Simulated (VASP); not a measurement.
**Mo and the effect of the functional**

The cell as given:

It takes space group Im-3m (No. 229, cubic). The conventional cell has a = 3.168 Å, b = 3.168 Å, c = 3.168 Å, α = 90.00°, β = 90.00°, γ = 90.00°. Mo (site symmetry m-3m) has 8 Mo at 2.74 Å as nearest neighbours.

Kept alike: task relaxation of cell and atoms; k mesh 12 × 12 × 12; occupations fermi-dirac, width 0.05 eV; no spin polarisation. Program: VASP, PAW files Mo_sv, 600 eV. The mesh is that of the run's cell of 1 atom. No spin-orbit coupling.

| functional | volume (Å³/atom) |
| --- | --- |
| AM05 | 15.272 |
| BLYP | 16.463 |
| LDA | 15.127 |
| PBE | 15.801 |
| PBEsol | 15.347 |
| PW91 | 15.857 |
| RPBE | 16.016 |
| SCAN | 15.579 |
| optB88-vdW | 15.809 |
| r2SCAN | 15.690 |
| revPBE | 15.952 |
| vdW-DF-cx | 15.417 |

The relaxations keep at least the cell's symmetry (Im-3m). For a metal such a mesh leaves the last digits unconverged. Relaxations stop with a little pressure left, so the last digits of a volume or edge aren't settled. Potentials were made for PBE (AM05, BLYP, PBE, PBEsol, PW91, RPBE, SCAN, optB88-vdW, r2SCAN, revPBE, vdW-DF-cx); LDA (LDA).

Question: What does the functional change here?

Answer: The volume runs from 15.127 (LDA) to 16.463 Å³/atom (BLYP). From PBE: AM05 -0.529; BLYP +0.662; LDA -0.674; PBEsol -0.454; PW91 +0.056; RPBE +0.215; SCAN -0.222; optB88-vdW +0.008; r2SCAN -0.111; revPBE +0.151; vdW-DF-cx -0.384. Measured: 15.59 Å³/atom (pmc:5456621, doi:10.3390/ma9100834); nearest SCAN, 0.01 Å³/atom off. The runs are for a static lattice.
